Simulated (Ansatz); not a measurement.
The system is Au.

```
Au
1.0
     0.00000    2.03500    2.03500
     2.03500    0.00000    2.03500
     2.03500    2.03500    0.00000
Au
1
Direct
  0.00000 0.00000 0.00000
```

Base run:

- Program: Ansatz 0.2.0
- Functional: RPBE
- Potentials or basis: Ansatz PAW
- Cutoff: 420 eV (not typed: the program's choice for these potentials)
- k mesh: 11 × 11 × 11
- Occupations: fermi-dirac, width 0.05 eV
- Spin: no spin polarisation

Its results: band gap on the k mesh none (metal or under the smearing width); pressure 14.9 GPa.

Task: After a change of settings the same cell gave: band gap on the k mesh none (metal or under the smearing width); pressure -3.1 GPa. Which change was it?
A. functional from RPBE to LDA
B. functional from RPBE to PBEsol
C. functional from RPBE to revPBE

Result: A.

LDA binds more tightly than RPBE, so the same cell stands under less pressure.

Caveats: spin-orbit coupling is left out, which moves the levels of the heavy elements; the PAW data sets come from PBE, with cores solved anew for the run's functional, which leaves a small shift of forces and pressure.

Runs at the PBE level aren't shown here.
